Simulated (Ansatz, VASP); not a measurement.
# One calculation of V, two programs

Contents of INCAR:

```
SYSTEM = V
PREC = Accurate
ENCUT = 520
EDIFF = 1E-6
ISMEAR = -1
SIGMA = 0.1
LREAL = .False.
LASPH = .True.
NELM = 60
ALGO = Normal
ISIF = 2
LWAVE = .False.
LCHARG = .True.
GGA = PE
LELF = .True.
LVHAR = .True.
NBANDS = 20
```

The input KPOINTS:

```
regular mesh
0
Gamma
  9 9 9
  0 0 0
```

POSCAR

```
V
1.0
    3.0267000000      0.0000000000      0.0000000000
    0.0000000000      3.0267000000      0.0000000000
    0.0000000000      0.0000000000      3.0267000000
V
2
Direct
    0.0000000000      0.0000000000      0.0000000000
    0.5000000000      0.5000000000      0.5000000000
```

Input for Ansatz:

```yaml
crystal:
  lattice:
    - [3.0267, 0.0, 0.0]
    - [0.0, 3.0267, 0.0]
    - [0.0, 0.0, 3.0267]
  atoms:
    - { symbol: V, position: [0.0, 0.0, 0.0] }
    - { symbol: V, position: [0.5, 0.5, 0.5] }
hamiltonian:
  xc: pbe
  pseudopotentials: { kind: paw }
basis:
  ecutwfc: 420
kpoints:
  mp_grid: { grid: [9, 9, 9] }
scf:
  occupations: { method: fermi_dirac, width: 0.1 }
  lower_state_search: "off"
output:
  forces: true
  stress: true
```

Alike in both runs: task single point; functional PBE; k mesh 9 × 9 × 9; occupations fermi-dirac, width 0.1 eV; no spin polarisation.

|  | VASP | Ansatz |
| --- | --- | --- |
| version | VASP 6.6.1 | Ansatz 0.2.0 |
| potentials or method | VASP PAW PBE potentials, release 64 (V_sv) | PAW, plane waves, scalar-relativistic |
| plane-wave cutoff (eV) | 520 | 420 |
| valence electrons in the cell | 26 | 26 |

|  | VASP | Ansatz | Ansatz less VASP |
| --- | --- | --- | --- |
| pressure (GPa) | -4.6 | -4.8 | -0.21 |

With one functional, cell and mesh, what is left measures potentials, basis and numerics.
